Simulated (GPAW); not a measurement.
Runs of GPAW 26.7.0 on Sr. Symmetry: Fm-3m, No. 225, cubic system. The conventional cell has a = 6.085 Å, b = 6.085 Å, c = 6.085 Å, α = 90.00°, β = 90.00°, γ = 90.00°. Sr (site symmetry m-3m) has 12 Sr at 4.30 Å as nearest neighbours. 

```tsv
task	level	potentials or basis	spin	cell	band path	band points	spin axis theta (degrees)	spin axis phi (degrees)	convergence	pressure (GPa)
band structure	PBEsol	PAW data sets generated in the run's folder for this functional, pw	SOC, no magnetisation	as given	GXWKGLUWLK,UX	100	90	45	-	-0.9
band structure	AM05	PAW data sets generated in the run's folder for this functional, pw	SOC, no magnetisation	as given	GXWKGLUWLK,UX	60	0	0	-	-0.6
phonons	LDA	the program's PAW data sets (release 1.2.1) made for this functional, pw	off	relaxed	GXWKGLUWLK,UX	-	-	-	density=1e-06 eigenstates=1e-09	0.0
band structure	TASK	GPAW PAW data sets (gpaw-data 1.2.1), pw	SOC, no magnetisation	as given	GXWKGLUWLK,UX	60	0	0	-	(a)
```

Alike in all rows: k mesh 8 × 8 × 8; cutoff (eV) 600; smearing fermi-dirac 0.05 eV.

Question: Fill in the values left out.

Answer: (a) 3.0.

Caveats: spin-orbit coupling was added after a scalar SCF, so levels and gaps hold it while energy, forces, pressure and moments don't (some runs); phonon bands are interpolated from a small supercell (some runs); the PAW data sets were made with another functional, which shifts forces and pressure a little (some runs).

Runs at the PBE level aren't shown here.
